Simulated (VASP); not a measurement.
# VH3 (Pm-3m) in VASP: relaxation of cell and atoms with PBE

Aim: the relaxation of cell and atoms of VH3 with PBE.

Program: VASP 6.6.1. These are calculated values, not measurements. Logs are shortened: lines on timing, memory, paths and dates and some standing lists are left out, and cuts for length are marked.

## Step 1: The cell of the first run

Symmetry: Pm-3m, No. 221, cubic system. Conventional cell: a = 3.366 Å, b = 3.366 Å, c = 3.366 Å, α = 90.00°, β = 90.00°, γ = 90.00°. Around V (site symmetry m-3m) lie 12 H at 2.38 Å. H (site symmetry 4/mmm) has 4 V at 2.38 Å and 8 H at 2.38 Å as nearest neighbours.

The cell was built by a generator and needn't be a form met in nature.

## Step 2: Relaxation of cell and atoms, PBE, collinear spin, typed start (species swapped into the ZrIr3 type (Pm-3m, No. 221))

Contents of INCAR:

```
  PREC = Accurate
  ENCUT = 600
  EDIFF = 1E-6
  ISMEAR = 0
  SIGMA = 0.1
  LREAL = F
  LASPH = T
  NELM = 150
  ALGO = Normal
  ISIF = 3
  LWAVE = F
  LCHARG = F
  ISPIN = 2
  MAGMOM = 2 0 0 0
  LORBIT = 11
  LMAXMIX = 4
  GGA = PE
  IBRION = 2
  NSW = 90
  EDIFFG = -0.04
```

Contents of KPOINTS:

```
Automatic mesh
0
Gamma
  6 6 6
```

Contents of POSCAR:

```
VH3
1.0
    3.3655562900      0.0000000000      0.0000000000
    0.0000000000      3.3655562900      0.0000000000
    0.0000000000      0.0000000000      3.3655562900
V H
1 3
Direct
    0.0000000000      0.0000000000      0.0000000000
    0.0000000000      0.5000000000      0.5000000000
    0.5000000000      0.0000000000      0.5000000000
    0.5000000000      0.5000000000      0.0000000000
```

Potentials or basis: VASP PAW PBE potentials, release 64 (V_sv, H).

Launch:

```sh
> cat potpaw_PBE.64/V_sv/POTCAR potpaw_PBE.64/H/POTCAR > POTCAR
> mpirun -np 1 vasp_std > vasp.out
```

OUTCAR:

```text
PREC = Accurate
   ENCUT = 600
   EDIFF = 1E-6
   ISMEAR = 0
   LREAL = F
   LASPH = T
   NELM = 150
   ISIF = 3
   ISPIN = 2
   LORBIT = 11
   GGA = PE
   IBRION = 2
   NSW = 90
   EDIFFG = -0.04

 ion  position               nearest neighbor table
   1  0.000  0.000  0.000-
   2  0.000  0.500  0.500-
   3  0.500  0.000  0.500-
   4  0.500  0.500  0.000-

  LATTYP: Found a simple cubic cell.
 ALAT       =     3.3655562900

  Lattice vectors:

 A1 = (   3.3655562900,   0.0000000000,   0.0000000000)
 A2 = (   0.0000000000,   3.3655562900,   0.0000000000)
 A3 = (   0.0000000000,   0.0000000000,   3.3655562900)

Analysis of symmetry for initial positions (statically):
=====================================================================
 Subroutine PRICEL returns:
 Original cell was already a primitive cell.

 Routine SETGRP: Setting up the symmetry group for a
 simple cubic supercell.

 Subroutine GETGRP returns: Found 48 space group operations
 (whereof 48 operations were pure point group operations)
 out of a pool of 48 trial point group operations.

The static configuration has the point symmetry O_h .

Analysis of symmetry for dynamics (positions and initial velocities):
=====================================================================
 Subroutine PRICEL returns:
 Original cell was already a primitive cell.

 Routine SETGRP: Setting up the symmetry group for a
 simple cubic supercell.

 Subroutine GETGRP returns: Found 48 space group operations
 (whereof 48 operations were pure point group operations)
 out of a pool of 48 trial point group operations.

The dynamic configuration has the point symmetry O_h .

Analysis of structural, dynamic, and magnetic symmetry:
=====================================================================
 Subroutine PRICEL returns:
 Original cell was already a primitive cell.

 Routine SETGRP: Setting up the symmetry group for a
 simple cubic supercell.

 Subroutine GETGRP returns: Found 48 space group operations
 (whereof 48 operations were pure point group operations)
 out of a pool of 48 trial point group operations.

The overall configuration has the point symmetry O_h .

 Subroutine INISYM returns: Found 48 space group operations
 (whereof 48 operations are pure point group operations),
[... 101 lines left out ...]
   ISIF   =      3    stress and relaxation
   ISYM   =      2    0-nonsym 1-usesym 2-fastsym
   POTIM  = 0.5000    time-step for ionic-motion
   TEBEG  =    0.0;   TEEND  =   0.0 temperature during run
   PSTRESS=    0.0 pullay stress
   NELECT =      16.0000    total number of electrons
   NUPDOWN=      -1.0000    fix difference up-down
   EMIN   =  10.00;   EMAX   =-10.00  energy-range for DOS
   EFERMI =   0.00;   METHOD = LEGACY
   ISMEAR =     0;   SIGMA  =   0.10  broadening in eV -4-tet -1-fermi 0-gaus
   EFERMI_NEDOS =   21; number of points for ismear=-14 and -15
   IALGO  =     38    algorithm
   IMIX   =      4    mixing-type and parameters
     AMIX     =   0.40;   BMIX     =  1.00
     AMIX_MAG =   1.60;   BMIX_MAG =  1.00
  volume/ion in A,a.u.               =       9.53        64.31
  Fermi-wavevector in a.u.,A,eV,Ry     =   1.225720  2.316275 20.441253  1.502390
  Thomas-Fermi vector in A             =   2.360748
   LORBIT       =     11    0 simple, 1 ext, 2 COOP (PROOUT), +10 PAW based schemes
   GGA     = PE    functional components
   LHFCALC =     F    Hartree Fock is set to
   AEXX    =    0.0000 exact exchange contribution
   IVDW    =     0    specifies the selected vdW correction
   LEPSILON=     F    determine dielectric tensor
   LRPA    =     F    only Hartree local field effects (RPA)
 conjugate gradient relaxation of ions
 spin polarized calculation
 Gauss-broadening in eV      SIGMA  =   0.10
  energy-cutoff  :      600.00
  volume of cell :       38.12
 maximum number of plane-waves:      1328
 NGX is ok and might be reduce to    28
   NGX = 13   NGY = 13   NGZ = 13

--------------------------------------- Ionic step        1  -------------------------------------------

 number of electron      15.9999997 magnetization       2.0584752

 Free energy of the ion-electron system (eV)
  ---------------------------------------------------
  ext. energy  EPLUGINS =         0.00000000
  ---------------------------------------------------
  free energy    TOTEN  =       -16.49800923 eV

  energy without entropy =      -16.47671345  energy(sigma->0) =      -16.48736134

 E-fermi :   2.1782     XC(G=0):  -9.6349

 val. band max:        2.1663180924   @ k =   0.5000   0.1667   0.1667
 cond. band min:       2.2520804848   @ k =   0.1667   0.1667   0.0000
 fundamental gap:      0.0857623925
 Fermi energy:         2.1781899524
[... 682 lines left out ...]
 number of electron      16.0000003 magnetization       0.0525452

 number of electron      16.0000003 magnetization      -0.9464995

------------------------ aborting loop EDIFF was not reached (unconverged)  ----------------------------

  FORCE on cell =-STRESS in cart. coord.  units (eV):
  Direction    XX          YY          ZZ          XY          YZ          ZX
  --------------------------------------------------------------------------------------
  -------------------------------------------------------------------------------------
  Total       -4.8332256     -4.8332256     -4.8332256      0.0000000      0.0000000     -0.0000000
  in kB     -260.3350432   -260.3350432   -260.3350432      0.0000000      0.0000000     -0.0000000
  external PRESSURE =    -260.3350432 kB  Pullay stress =       0.0000000 kB
[... 835 lines left out ...]
--------------------------------------- Ionic step        7  -------------------------------------------

 number of electron      16.0000003 magnetization       0.5812176

 Free energy of the ion-electron system (eV)
  ---------------------------------------------------
  ext. energy  EPLUGINS =         0.00000000
  ---------------------------------------------------
  free energy    TOTEN  =       -18.85458485 eV

  energy without entropy =      -18.84425076  energy(sigma->0) =      -18.84941780

 E-fermi :   7.9964     XC(G=0): -12.2454

 val. band max:        7.9710424939   @ k =   0.3333   0.3333   0.0000
 cond. band min:       8.0097349997   @ k =   0.1667   0.1667   0.1667
 fundamental gap:      0.0386925058
 Fermi energy:         7.9964306149
[... 674 lines left out ...]
  FREE ENERGIE OF THE ION-ELECTRON SYSTEM (eV)
  ---------------------------------------------------
  free  energy   TOTEN  =       -18.8545848465 eV

  energy  without entropy=      -18.8442507625  energy(sigma->0) =      -18.84941780

 reached required accuracy - stopping structural energy minimisation

 total charge

# of ion       s       p       d       tot
------------------------------------------
    1        2.235   6.218   3.172  11.624
    2        0.525   0.020   0.000   0.545
    3        0.525   0.020   0.000   0.545
    4        0.525   0.020   0.000   0.545
--------------------------------------------------
tot          3.809   6.278   3.172  13.259

 magnetization (x)

# of ion       s       p       d       tot
------------------------------------------
    1        0.007   0.004   0.567   0.578
    2       -0.012   0.002   0.000  -0.010
    3       -0.012   0.002   0.000  -0.010
    4       -0.012   0.002   0.000  -0.010
--------------------------------------------------
tot         -0.028   0.011   0.567   0.549
```

Wall time 11 min (1 thread of Intel Xeon Platinum 8375C at 2.90GHz (Ice Lake), shared host); peak memory 0.2 GiB.

What came out:

| Quantity | Value |
| --- | --- |
| Free energy | -18.8546 eV |
| Relaxed volume | 5.33 Å³/atom |
| Relaxed cell | a = 2.773 Å, b = 2.773 Å, c = 2.773 Å, α = 90.00°, β = 90.00°, γ = 90.00° |
| Space group after relaxing (to 0.05 Å) | Pm-3m (No. 221) |
| Energy gained by relaxing | 589.1 meV/atom |
| Ionic steps | 7 |
| Pressure after relaxing | 0.2 GPa |
| Band gap on the k mesh | none (metal or under the smearing width) |
| Net moment | 0.58 μB per cell |
| Site moments | V +0.58; H -0.01 μB |
| Valence electrons inside the program's atomic spheres | V 11.62; H 0.55 |

The path:
```
step  energy change (eV)  largest force (eV/Å)  pressure (GPa)  volume (Å³)
   1              0.0000                0.0000          -27.66        38.12
   2             -1.3494                0.0000          -26.03        29.75
   3              1.2117                0.0000          204.18        13.14
   4             -2.0706                0.0000          -20.70        25.23
   5             -2.1065                0.0000           31.37        18.53
   6             -2.3499                0.0000           -4.04        21.89
   7             -2.3566                0.0000            0.24        21.33
```

Final structure:
```
V H
1.0
     2.77320    0.00000    0.00000
     0.00000    2.77320    0.00000
     0.00000    0.00000    2.77320
V H
1 3
Cartesian
  0.0000 0.0000 0.0000
  0.0000 1.3866 1.3866
  1.3866 0.0000 1.3866
  1.3866 1.3866 0.0000
```

Levels at points of the mesh, in eV from the Fermi level:
Spin up:
| k point | band 6 | band 7 | band 8 | band 9 | band 10 | band 11 |
| --- | --- | --- | --- | --- | --- | --- |
| (0.00, 0.00, 0.00) | -4.22 | -4.22 | 1.02 | 1.02 | 1.02 | 6.04 |
| (0.50, 0.00, 0.00) | -7.67 | -2.12 | -0.53 | -0.53 | 1.15 | 2.04 |
| (0.50, 0.50, 0.00) | -4.29 | -4.29 | -2.26 | -0.17 | -0.17 | 2.09 |
| (0.50, 0.50, 0.50) | -6.20 | -6.20 | 2.18 | 2.18 | 5.73 | 5.73 |
Spin down:
```
           k point  band 4  band 5  band 6  band 7  band 8  band 9  band 10  band 11
(0.00, 0.00, 0.00)  -38.07  -12.44   -4.07   -4.07    1.76    1.76     1.76     6.08
(0.50, 0.00, 0.00)  -38.03   -8.36   -7.58   -1.86    0.13    0.13     1.89     1.96
(0.50, 0.50, 0.00)  -38.00   -7.30   -4.27   -4.27   -2.01    0.52     0.52     2.42
(0.50, 0.50, 0.50)  -38.34   -5.97   -5.97   -5.97    2.51    2.51     5.91     6.25
```

Caveat: the volume moved by over 15 % at a fixed basis, so the end points are rough.
